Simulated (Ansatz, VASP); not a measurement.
# In3Se: VASP beside Ansatz

```
In Se
1.0
     4.80376    0.00000    0.00000
     0.00000    4.80376    0.00000
     0.00000    0.00000    4.80376
In Se
3 1
Cartesian
  0.0000 2.4019 2.4019
  2.4019 0.0000 2.4019
  2.4019 2.4019 0.0000
  0.0000 0.0000 0.0000
```

Alike in both runs: task single point; functional PBEsol; k mesh 1 × 1 × 1; occupations gaussian, width 0.1 eV; no spin polarisation.

|  | VASP | Ansatz |
| --- | --- | --- |
| version | VASP 6.6.1 | Ansatz 0.2.0 |
| potentials or method | VASP PAW PBE potentials, release 64 (In_d, Se) | scalar-relativistic, plane waves, PAW |
| plane-wave cutoff (eV) | 520 | 420 |
| valence electrons in the cell | 45 | 55 |

|  | VASP | Ansatz | Ansatz less VASP |
| --- | --- | --- | --- |
| pressure (GPa) | 3.2 | 3.2 | +0.03 |

The functional is the same, so the differences come from potentials, cutoffs and numerics. The two sets of potentials don't hold the same shells in valence.

Caveats: the k mesh is coarse (spacing up to 1.31 Å⁻¹), so the values aren't converged; the PAW data sets were made with another functional, which shifts forces and pressure a little (VASP).
